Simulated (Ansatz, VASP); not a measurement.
Given: the input of a run of Ansatz 0.2.0 on GaP. 

The input input.yaml:

```yaml
crystal:
  lattice:
    - [0.0, 2.72525, 2.72525]
    - [2.72525, 0.0, 2.72525]
    - [2.72525, 2.72525, 0.0]
  atoms:
    - { symbol: Ga, position: [0.0, 0.0, 0.0] }
    - { symbol: P, position: [0.75, 0.75, 0.75] }
kpoints:
  mp_grid: { grid: [6, 6, 6] }
scf:
  occupations: { method: fermi_dirac, width: 0.05 }
hamiltonian:
  xc: pbesol
  pseudopotentials: { kind: all_electron, lapw: { basis_error: 0.001 } }
magnetization:
  noncollinear: true
  spin_orbit: true
output:
  forces: true
  stress: true
relax:
  f_tol: 0.005
  max_steps: 60
  cell: {}
```

Potentials or basis: all-electron LAPW, relativistic spinors.

Command:

```console
$ ansatz run input.yaml --threads 1 --pin off --max-ram 3072MiB --backend cpu --events-out ev --progress --plain --runs-dir out
```

What does the same run look like in VASP 6.6.1? Potentials or basis there: PBE PAW files Ga_d, P, 600 eV.

As run (cutoffs and basis follow the program's own potentials, and thresholds, step limits or extra output files can differ):

File INCAR:

```
SYSTEM = GaP
PREC     = Accurate       ! precision mode
ENCUT    = 600            ! plane-wave cutoff, eV
EDIFF    = 1E-6           ! SCF threshold, eV
ISMEAR   = -1             ! smearing method
SIGMA    = 0.05           ! smearing width, eV
LREAL    = .False.        ! projectors in reciprocal space
LASPH    = .True.         ! aspherical terms in the spheres
NELM     = 100            ! most SCF steps
ALGO     = Normal         ! electronic algorithm
ISIF     = 3              ! what is computed and relaxed
LWAVE    = .False.        ! write WAVECAR
LCHARG   = .False.        ! write CHGCAR
LNONCOLLINEAR= .True.         ! non-collinear magnetism
MAGMOM   = 0 0 0 0 0 0    ! initial moments
LORBIT   = 11             ! projections on sites
LSORBIT  = .True.         ! spin-orbit coupling
GGA_COMPAT= .False.      
GGA      = PS             ! functional
IBRION   = 2              ! ionic algorithm
NSW      = 40             ! ionic steps
EDIFFG   = -0.01          ! ionic threshold
```

The input KPOINTS:

```
regular mesh
0
Gamma
  6 6 6
  0 0 0
```

The input POSCAR:

```
GaP
1.0
    0.0000000000      2.7252500000      2.7252500000
    2.7252500000      0.0000000000      2.7252500000
    2.7252500000      2.7252500000      0.0000000000
Ga P
1 1
Direct
    0.0000000000      0.0000000000      0.0000000000
    0.7500000000      0.7500000000      0.7500000000
```

Potentials or basis: VASP PAW PBE potentials, release 64 (Ga_d, P).

Command:

```sh
$ cat potpaw_PBE.64/Ga_d/POTCAR potpaw_PBE.64/P/POTCAR > POTCAR
$ mpirun -np 1 vasp_ncl > vasp.out
```

Both were run:

|  | Ansatz | VASP |
| --- | --- | --- |
| Relaxed volume | 20.11 Å³/atom | 20.09 Å³/atom |
| Relaxed cell | a = 3.846 Å, b = 3.846 Å, c = 3.846 Å, α = 60.00°, β = 60.00°, γ = 60.00° | a = 3.845 Å, b = 3.845 Å, c = 3.845 Å, α = 60.00°, β = 60.00°, γ = 60.00° |
| Space group after relaxing | F-43m (No. 216) | F-43m (No. 216) |
| Pressure after relaxing | 0.0 GPa | -0.1 GPa |

VASP's potentials were made for PBE.

Where Ansatz's input types no cutoff or centring, it takes its own default and a Γ-centred mesh.

Pressure is positive in compression.
